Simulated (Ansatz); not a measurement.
# Converging the field response of a BaTe (001) film

Aim: a convergence study of the equivalent conductor thickness of a BaTe (001) film, with the cost of each setting.

Method: plane-wave DFT, PBE, Ansatz PAW, in the first sound run; inputs show where later runs differ, in Ansatz 0.2.0.

## 1. Set-up

The cell holds 10 atoms: 5 Ba and 5 Te. Its edges and angles: a = 4.950 Å, b = 4.950 Å, c = 32.000 Å, α = 90.0°, β = 90.0°, γ = 90.0°. It derives from BaTe (rocksalt BaTe). Vacuum lies along c.

## 2. Run, setting first choice

The first choice: the default cutoff of 420 eV, a 6×6×1 mesh, 18 Å of vacuum, 0.1 V/Å and a tight threshold. Each later run changes one input against this one; other functionals and files bring their own cutoffs.

File input.yaml:

```yaml
crystal:
  lattice:
    - [4.94974747, 0.0, 0.0]
    - [0.0, 4.94974747, 0.0]
    - [0.0, 0.0, 32.0]
  atoms:
    - { symbol: Ba, position: [0.5, 0.5, 0.28125] }
    - { symbol: Te, position: [0.0, 0.0, 0.28125] }
    - { symbol: Ba, position: [0.0, 0.0, 0.390625] }
    - { symbol: Te, position: [0.5, 0.5, 0.390625] }
    - { symbol: Ba, position: [0.5, 0.5, 0.5] }
    - { symbol: Te, position: [0.0, 0.0, 0.5] }
    - { symbol: Ba, position: [0.0, 0.0, 0.609375] }
    - { symbol: Te, position: [0.5, 0.5, 0.609375] }
    - { symbol: Ba, position: [0.5, 0.5, 0.71875] }
    - { symbol: Te, position: [0.0, 0.0, 0.71875] }
kpoints:
  mp_grid: { grid: [6, 6, 1] }
hamiltonian:
  xc: pbe
scf:
  occupations: { method: fixed }
  convergence: { dr2_threshold: 1.0e-10 }
efield:
  axis: 3
  dipole_correction: true
  ramp_position: 0.97
  ramp_width: 0.06
  amplitude: 0.1
output:
  write_potential: true
  write_density: true
  volumetric_format: npy
```

Run with:

```console
$ ansatz run input.yaml --threads 4 --pin off --max-ram 6144MiB --backend cpu --events-out ev --progress --plain --runs-dir out
```

Numbers of over 12 decimals in the logs are rounded to 6 here.

The log of the run:

```text
Engine: ansatz 0.2.0, x86_64-unknown-linux-gnu
Pseudopotentials: kind: paw
Pseudopotential: Ba, paw, valence charge 10, recommended cutoff 420 eV (normal), Ba.paw.azcp
Pseudopotential: Te, paw, valence charge 16, recommended cutoff 420 eV (normal), Te.paw.azcp
Functional definition: PBE
  parameter kappa = 0.804
  parameter beta = 0.066725
  exchange = pbe_x(kappa = kappa, mu = beta*pi^2/3)
  correlation = pbe_c(beta = beta)
Crystal: 10 atoms, lattice volume = 784.000 Å³
Basis set: ecut = 420 eV, 15359 PW (Γ)
Bands: 78, of which v1, the nominal top of the filled ones, is band 65 counted from 1 (64 counted from 0)
Symmetry: 8 space group operations
k-points: 10 of 36
Non-local potential: Ba, projectors of the file, l = 0: 3, l = 1: 2, l = 2: 2, l = 3: 2
Non-local potential: Te, projectors of the file, l = 0: 2, l = 1: 2, l = 2: 2, l = 3: 2
PAW form: soft (Blöchl's): semilocal exchange-correlation on the pseudo side does not see the compensation charge
PAW one-centre angular grid: Ba, 194 points (default); XC on 64 Gauss nodes
PAW one-centre angular grid: Te, 590 points (default); XC on 64 Gauss nodes
Initial density: superposition of atomic densities (neutral atoms: chi_scale 0, normalization atom, screened)
Initial wavefunctions: pseudopotential atomic-orbital guess
Functional: x = pbe(κ = 0.804, μ = 0.219515), c = pbe(β = 0.066725)
SCF iter   1: F=—  HF=-64666.045430 eV  |F-HF|=—  |Δ(HF+E_count)|=         —  Δρ=1.30e-2  dr2=4.90e0  ethr=3.10e-3  p=0.239 e·Å  D=5.51e-2 V/Å  ΔV_dip=-1.76 eV  dr2_dipole=4.77e-3  V_vac-E_F(+/−)=7.90/6.72 eV  ⟨swp⟩=7.9  Hψ=3016  notcnv=0  defer=101
efield: sawtooth ramp at fractional position 0.9700 (set: `efield.ramp_position`, or a place that a band, a saddle search or an elastic batch's reference lends), width 0.0600; the density the first Hamiltonian is built on has a dipole p = 0.239 e·Å; the dipole correction subtracts the counter field D = 5.51e-2 V/Å, which shifts the + side's vacuum level by -1.76 eV against the − side's; the planar-averaged density in the ramp window peaks in size at 1.2e-6 e/Å³
preconditioner: auto → Resta (q_TF=auto, 2.022 Å⁻¹)  ε∞=2.0  [insulator: Δε(μ)=1.947 eV  Ē_g=11.096 eV  n_scr=124 (ndim 8)  ℏωp=11.1 eV  f_vac=0.411  ε∞_Penn≈2.0  vacuum switching on, ρ_ref=8.9e-3 e/Å³]
SCF iter   2: F=—  HF=-64664.912601 eV  |F-HF|=—  |Δ(HF+E_count)|=    1.13e0  Δρ=6.36e-3  dr2=7.25e-1  ethr=3.10e-3  p=0.185 e·Å  D=4.27e-2 V/Å  ΔV_dip=-1.36 eV  dr2_dipole=1.54e-3  V_vac-E_F(+/−)=5.76/4.18 eV  ⟨swp⟩=4.3  Hψ=1228  notcnv=0  defer=98  κ⁻¹=1.0e0(r=1)
SCF iter   3: F=—  HF=-64664.883156 eV  |F-HF|=—  |Δ(HF+E_count)|=   2.94e-2  Δρ=3.20e-3  dr2=1.61e-1  ethr=5.57e-4  p=0.220 e·Å  D=5.09e-2 V/Å  ΔV_dip=-1.63 eV  dr2_dipole=1.21e-3  V_vac-E_F(+/−)=5.26/3.94 eV  ⟨swp⟩=3.8  Hψ=1033  notcnv=0  defer=110  κ⁻¹=1.3e-1(r=2)
SCF iter   4: F=—  HF=-64664.910748 eV  |F-HF|=—  |Δ(HF+E_count)|=   2.76e-2  Δρ=1.53e-3  dr2=2.76e-2  ethr=1.24e-4  p=0.195 e·Å  D=4.50e-2 V/Å  ΔV_dip=-1.44 eV  dr2_dipole=4.26e-4  V_vac-E_F(+/−)=4.87/3.36 eV  ⟨swp⟩=4.1  Hψ=1080  notcnv=0  defer=107  κ⁻¹=1.7e-2(r=3)
SCF iter   5: F=—  HF=-64664.927207 eV  |F-HF|=—  |Δ(HF+E_count)|=   1.65e-2  Δρ=4.88e-4  dr2=1.83e-3  ethr=2.12e-5  p=0.211 e·Å  D=4.86e-2 V/Å  ΔV_dip=-1.55 eV  dr2_dipole=1.47e-4  V_vac-E_F(+/−)=4.72/3.33 eV  ⟨swp⟩=3.8  Hψ=1165  notcnv=0  defer=110  κ⁻¹=1.6e-3(r=4)
SCF iter   6: F=—  HF=-64664.929013 eV  |F-HF|=—  |Δ(HF+E_count)|=   1.81e-3  Δρ=1.96e-4  dr2=3.56e-4  ethr=1.41e-6  p=0.201 e·Å  D=4.65e-2 V/Å  ΔV_dip=-1.49 eV  dr2_dipole=6.61e-5  V_vac-E_F(+/−)=4.71/3.26 eV  ⟨swp⟩=2.9  Hψ=1000  notcnv=0  defer=110  κ⁻¹=3.7e-4(r=5)
SCF iter   7: F=—  HF=-64664.929350 eV  |F-HF|=—  |Δ(HF+E_count)|=   3.37e-4  Δρ=7.47e-5  dr2=5.38e-5  ethr=2.74e-7  p=0.206 e·Å  D=4.76e-2 V/Å  ΔV_dip=-1.52 eV  dr2_dipole=4.66e-6  V_vac-E_F(+/−)=4.71/3.29 eV  ⟨swp⟩=2.6  Hψ=1138  notcnv=0  defer=110  κ⁻¹=5.2e-5(r=6)
SCF iter   8: F=—  HF=-64664.929439 eV  |F-HF|=—  |Δ(HF+E_count)|=   8.93e-5  Δρ=3.23e-5  dr2=6.86e-6  ethr=4.14e-8  p=0.205 e·Å  D=4.74e-2 V/Å  ΔV_dip=-1.52 eV  dr2_dipole=3.83e-10  V_vac-E_F(+/−)=4.72/3.29 eV  ⟨swp⟩=2.0  Hψ=1044  notcnv=0  defer=108  κ⁻¹=2.0e-6(r=7)
SCF iter   9: F=—  HF=-64664.929624 eV  |F-HF|=—  |Δ(HF+E_count)|=   1.85e-4  Δρ=6.33e-6  dr2=3.86e-7  ethr=5.28e-9  p=0.205 e·Å  D=4.73e-2 V/Å  ΔV_dip=-1.52 eV  dr2_dipole=1.21e-8  V_vac-E_F(+/−)=4.72/3.29 eV  ⟨swp⟩=2.0  Hψ=1320  notcnv=0  defer=105  κ⁻¹=8.0e-8(r=8)
SCF iter  10: F=—  HF=-64664.929625 eV  |F-HF|=—  |Δ(HF+E_count)|=   5.14e-7  Δρ=2.23e-6  dr2=4.37e-8  ethr=2.97e-10  p=0.205 e·Å  D=4.74e-2 V/Å  ΔV_dip=-1.52 eV  dr2_dipole=3.21e-9  V_vac-E_F(+/−)=4.72/3.29 eV  ⟨swp⟩=2.2  Hψ=1259  notcnv=0  defer=105  κ⁻¹=4.0e-7(r=8)
SCF iter  11: F=—  HF=-64664.929625 eV  |F-HF|=—  |Δ(HF+E_count)|=   5.07e-8  Δρ=8.46e-7  dr2=4.36e-9  ethr=3.36e-11  p=0.205 e·Å  D=4.74e-2 V/Å  ΔV_dip=-1.52 eV  dr2_dipole=4.59e-12  V_vac-E_F(+/−)=4.72/3.29 eV  ⟨swp⟩=2.0  Hψ=1124  notcnv=0  defer=105  κ⁻¹=1.3e-7(r=8)
SCF iter  12: F=—  HF=-64664.929625 eV  |F-HF|=—  |Δ(HF+E_count)|=   1.06e-8  Δρ=3.29e-7  dr2=5.13e-10  ethr=3.35e-12  p=0.205 e·Å  D=4.74e-2 V/Å  ΔV_dip=-1.52 eV  dr2_dipole=1.10e-12  V_vac-E_F(+/−)=4.72/3.29 eV  ⟨swp⟩=2.0  Hψ=1262  notcnv=0  defer=105  κ⁻¹=4.5e-8(r=8)
SCF iter  13: F=-64664.929625 eV  HF=-64664.929625 eV  |F-HF|=3.13e-10  |Δ(HF+E_count)|=   1.62e-9  Δρ=9.90e-8  dr2=5.65e-11  ethr=1.00e-12  p=0.205 e·Å  D=4.74e-2 V/Å  ΔV_dip=-1.52 eV  dr2_dipole=4.02e-13  V_vac-E_F(+/−)=4.72/3.29 eV  ⟨swp⟩=24.3  Hψ=5818  notcnv=0
SCF 1 converged in 13 iterations: F = -64664.929625 eV  dr2 = 5.65e-11
  greatest PAW one-centre occupation: 0.998 electrons in one spin orbital (limit 2), on the Te atom at site 3 (counted from 0), in its partial waves of l = 2
WARN: The output density's exchange-correlation potential varies sharply where the density is thin. Do not read a vacuum level from v_tot or v_xc, or from such a field of the output density. On a cell that repeats whose density bears no net charge and no dipole along the vacuum's axis use v_es (v_loc + v_h of the components); under efield.dipole_correction with no amplitude use v_es + v_field, which holds any externa [...]
SCF converged after 13 iterations
Stability not checked: this state was not tested for a lower state beside it, because the mixer in use, unlike msr1, does not test its closes by its own steps (another_mixer; see scf.mixing.algorithm and scf.lower_state_search)
Free energy (F): -64664.929625 eV
Harris-Foulkes:  -64664.929625 eV  (|F-HF|=3.13e-10)
Internal energy: -64664.929625 eV  (E = F + TS)
E sigma→0 (E₀):  -64664.929625 eV
Fermi energy:    1.734949 eV
Dipole field:    D = 0.047357 V/Å  (p = 0.205184 e·Å, saw-weighted, corrected)
Work function:   not extracted (applied field tilts the vacuum); planar V_es + V_field profile in the machine report
Levels:          The Fermi level and band energies are counted from a zero that moves with the ramp; work functions are not
--- Per-component energies (eV) ---
  E_band       = -2285.386733
  E_kinetic    = 1745.609083
  E_local      = -80249.176029  (includes V_loc(G=0)·N_el)
  E_nonlocal   = -1264.719331
  E_hartree    = 40385.055834
  E_xc         = -1464.831369
  E_vxc        = -1202.676728  (∫ρ·V_xc dr)
  E_paw        = -49443.916497  (= ΣΔE_a)
  E_vpaw       = -2084.524485  (= ΣTr[D̂ρ^β])
  E_aug_tail   = -0.000892  (compensation charges beyond the density's cutoff)
  E_efield     = -0.015660  (sawtooth field / dipole correction)
  E_vefield    = -0.010801  (∫n·V_field dr)
  E_ewald      = 25627.065236
  E_smearing   = -0.000000  (= −TS)
  E_closure    = -0.000000  (closes the sum)
  Σ components = -64664.929625   (vs F -64664.929625, Δ=0.00e0)
--- Band table (eV; the first three rows and the last of 10) ---
  k-point 0: bands = [... 61 lower, 1.5587, 1.5587, 1.7349, 1.7349, 3.2854, 3.4922, 3.7685, 4.1494, ... 9 higher]
  k-point 1: bands = [... 61 lower, 1.2110, 1.2750, 1.3990, 1.4538, 3.7865, 3.9716, 4.2030, 4.3648, ... 9 higher]
  k-point 2: bands = [... 61 lower, 0.8421, 0.9933, 1.0252, 1.2125, 4.6209, 4.8722, 4.9217, 5.0030, ... 9 higher]
  k-point 9: bands = [... 61 lower, 1.1940, 1.2694, 1.2694, 1.4757, 3.4650, 3.4650, 4.0716, 4.0716, ... 9 higher]
```

Run time: 8.1 s. Hardware: 4 threads of AMD EPYC 9R45, shared host; peak memory 1.8 GiB; 31 s of CPU time.

In the SCF lines HF is the Harris–Foulkes energy and dr2 the Hartree energy of the density residual, in eV; the loop may stop once dr2 is under the threshold and the program's other checks hold. Hψ counts applications of the Hamiltonian.

Numbers from this step:

```yaml
gap_on_the_k_mesh: 1.550 eV
dipole_along_the_normal: 0.2052 e·Å
equivalent_conductor_thickness_p_eps_0ae: 15.15 Å
```

Running mean over 3.5 Å of the planar mean, with the applied field; the ramp of the sawtooth is left out. Table of electron's electrostatic potential energy less the highest filled level by z:

```
z (Å)  electron's electrostatic potential energy less the highest filled level (eV)
  3.5                                                                          3.55
  4.0                                                                          3.59
  4.5                                                                          3.64
  5.0                                                                          3.67
  5.5                                                                          3.67
  6.0                                                                          3.54
  6.5                                                                          2.97
  7.0                                                                          1.79
  7.5                                                                         0.574
  8.0                                                                        -0.602
  8.5                                                                         -1.15
  9.0                                                                         -1.24
  9.5                                                                         -1.21
 10.0                                                                         -1.17
 10.5                                                                         -1.15
 11.0                                                                         -1.14
 11.5                                                                         -1.14
 12.0                                                                         -1.14
 12.5                                                                         -1.14
 13.0                                                                         -1.15
 13.5                                                                         -1.15
 14.0                                                                         -1.14
 14.5                                                                         -1.14
 15.0                                                                         -1.13
 15.5                                                                         -1.12
 16.0                                                                         -1.12
 16.5                                                                         -1.11
 17.0                                                                         -1.10
 17.5                                                                         -1.09
 18.0                                                                         -1.08
 18.5                                                                         -1.06
 19.0                                                                         -1.05
 19.5                                                                         -1.03
 20.0                                                                         -1.00
 20.5                                                                        -0.990
 21.0                                                                        -0.981
 21.5                                                                        -0.976
 22.0                                                                        -0.979
 22.5                                                                        -0.999
 23.0                                                                         -1.01
 23.5                                                                        -0.904
 24.0                                                                        -0.332
 24.5                                                                         0.884
 25.0                                                                          2.16
 25.5                                                                          3.40
 26.0                                                                          4.04
 26.5                                                                          4.26
 27.0                                                                          4.36
 27.5                                                                          4.42
 28.0                                                                          4.48
 28.5                                                                          4.53
```

The dipole corresponds to a conductor 15.154 Å thick.

## 3. Single point, box 32 Å

input.yaml: that of step 2 with these lines changed.

```diff
@@ -29,2 +29,4 @@
   amplitude: 0.1
+basis:
+  ecutwfc: "250 eV"
 output:
```

The log of the run:

```text
Warning: basis.ecutwfc = 250 eV is below the records' recommended 420 eV, and the density's cutoff is lower with it unless basis.ecutrho_ratio is high enough to keep the records' density cutoff: compare with a run at a higher cutoff
[...]
Crystal: 10 atoms, lattice volume = 784.000 Å³
Basis set: ecut = 250 eV, 7035 PW (Γ)
[...]
k-point 0: bands = [... 61 lower, 1.5628, 1.5628, 1.7391, 1.7391, 3.2820, 3.4897, 3.7665, 4.1493, ... 9 higher]
  k-point 1: bands = [... 61 lower, 1.2092, 1.2744, 1.3998, 1.4533, 3.7866, 3.9719, 4.2032, 4.3567, ... 9 higher]
  k-point 2: bands = [... 61 lower, 0.8381, 0.9909, 1.0220, 1.2103, 4.6180, 4.8742, 4.9220, 5.0068, ... 9 higher]
  k-point 9: bands = [... 61 lower, 1.1925, 1.2673, 1.2673, 1.4739, 3.4623, 3.4623, 4.0724, 4.0724, ... 9 higher]
[key lines of the parts left out:]
SCF converged after 13 iterations
Free energy (F): -64660.216876 eV
Fermi energy:    1.739070 eV
Dipole field:    D = 0.047374 V/Å  (p = 0.205256 e·Å, saw-weighted, corrected)
```

Run time: 3.6 s. Hardware: 4 threads; peak memory 0.97 GiB.

The dipole corresponds to a conductor 15.160 Å thick, +0.04 % from the first choice, at 0.43 times its CPU time.

## 4. Run, box 32 Å

input.yaml: that of step 3 with these lines changed.

```diff
@@ -30,3 +30,3 @@
 basis:
-  ecutwfc: "250 eV"
+  ecutwfc: "330 eV"
 output:
```

The log of the run:

```text
[...]
Crystal: 10 atoms, lattice volume = 784.000 Å³
Basis set: ecut = 330 eV, 10775 PW (Γ)
Bands: 78, of which v1, the nominal top of the filled ones, is band 65 counted from 1 (64 counted from 0)
Symmetry: 8 space group operations
k-points: 10 of 36
[...]
k-point 0: bands = [... 61 lower, 1.5589, 1.5589, 1.7351, 1.7351, 3.2856, 3.4924, 3.7687, 4.1496, ... 9 higher]
  k-point 1: bands = [... 61 lower, 1.2112, 1.2752, 1.3992, 1.4540, 3.7868, 3.9718, 4.2032, 4.3645, ... 9 higher]
  k-point 2: bands = [... 61 lower, 0.8423, 0.9936, 1.0254, 1.2127, 4.6210, 4.8725, 4.9220, 5.0034, ... 9 higher]
  k-point 9: bands = [... 61 lower, 1.1942, 1.2696, 1.2696, 1.4759, 3.4653, 3.4653, 4.0719, 4.0719, ... 9 higher]
[key lines of the parts left out:]
SCF converged after 13 iterations
Free energy (F): -64664.870644 eV
Fermi energy:    1.735136 eV
Dipole field:    D = 0.047360 V/Å  (p = 0.205196 e·Å, saw-weighted, corrected)
```

Wall time 5.5 s (4 threads); peak memory 1.4 GiB; 21 s of CPU time.

The dipole corresponds to a conductor 15.155 Å thick, +0.01 % from the first choice, at 0.67 times its CPU time.

## 5. Run, box 32 Å (run 2)

input.yaml: that of step 4 with these lines changed.

```diff
@@ -30,3 +30,3 @@
 basis:
-  ecutwfc: "330 eV"
+  ecutwfc: "600 eV"
 output:
```

The log of the run:

```text
[...]
Crystal: 10 atoms, lattice volume = 784.000 Å³
Basis set: ecut = 600 eV, 26051 PW (Γ)
Bands: 78, of which v1, the nominal top of the filled ones, is band 65 counted from 1 (64 counted from 0)
Symmetry: 8 space group operations
k-points: 10 of 36
[...]
k-point 0: bands = [... 61 lower, 1.5586, 1.5586, 1.7349, 1.7349, 3.2852, 3.4920, 3.7683, 4.1493, ... 9 higher]
  k-point 1: bands = [... 61 lower, 1.2110, 1.2750, 1.3989, 1.4538, 3.7864, 3.9715, 4.2028, 4.3646, ... 9 higher]
  k-point 2: bands = [... 61 lower, 0.8421, 0.9933, 1.0252, 1.2125, 4.6208, 4.8721, 4.9216, 5.0029, ... 9 higher]
  k-point 9: bands = [... 61 lower, 1.1939, 1.2694, 1.2694, 1.4756, 3.4648, 3.4648, 4.0715, 4.0715, ... 9 higher]
[key lines of the parts left out:]
SCF converged after 13 iterations
Free energy (F): -64664.933897 eV
Fermi energy:    1.734917 eV
Dipole field:    D = 0.047358 V/Å  (p = 0.205187 e·Å, saw-weighted, corrected)
```

The job ended after 13 s (4 threads; peak memory 2.7 GiB).

The dipole corresponds to a conductor 15.155 Å thick, +0.00 % from the first choice, at 1.6 times its CPU time.

## 6. Single point, box 32 Å (run 2)

input.yaml: that of step 5 with these lines changed.

```diff
@@ -17,3 +17,3 @@
 kpoints:
-  mp_grid: { grid: [6, 6, 1] }
+  mp_grid: { grid: [1, 1, 1] }
 hamiltonian:
@@ -29,4 +29,2 @@
   amplitude: 0.1
-basis:
-  ecutwfc: "600 eV"
 output:
```

The log of the run:

```text
[...]
Crystal: 10 atoms, lattice volume = 784.000 Å³
Basis set: ecut = 420 eV, 15359 PW (Γ)
Bands: 78, of which v1, the nominal top of the filled ones, is band 65 counted from 1 (64 counted from 0)
Symmetry: 8 space group operations
k-points: 1
[...]
Internal energy: -64650.110627 eV  (E = F + TS)
E sigma→0 (E₀):  -64650.110627 eV
Fermi energy:    1.967960 eV
Dipole field:    D = 0.052229 V/Å  (p = 0.226290 e·Å, saw-weighted, corrected)
Work function:   not extracted (applied field tilts the vacuum); planar V_es + V_field profile in the machine report
[...]
--- Band table (eV) ---
  k-point 0: bands = [... 61 lower, 1.8270, 1.8270, 1.9680, 1.9680, 3.1551, 3.3840, 3.6542, 4.0210, ... 9 higher]
[key lines of the parts left out:]
SCF converged after 15 iterations
Free energy (F): -64650.110627 eV
```

Elapsed: 1.1 s, on 4 threads; peak memory 0.67 GiB; 3.7 s of CPU time.

The dipole corresponds to a conductor 16.713 Å thick, +10.29 % from the first choice, at 0.12 times its CPU time.

(Part 1 of 3 ends here.)

[Logs are printed without paths, hosts, clocks, repeated set-up lines and the standing remarks that a program may print on its own settings, such as how far it seeks lower states.]

[Hosts, paths, dates, database ids (printed as entryN), source tags and the programs' standing remarks are cut or masked in the printed files.]

[Maps of the electrostatic potential energy from Ansatz leave out the sawtooth potential of an applied field or a dipole correction, so their vacuum need not be flat; planar profiles and work functions include it.]
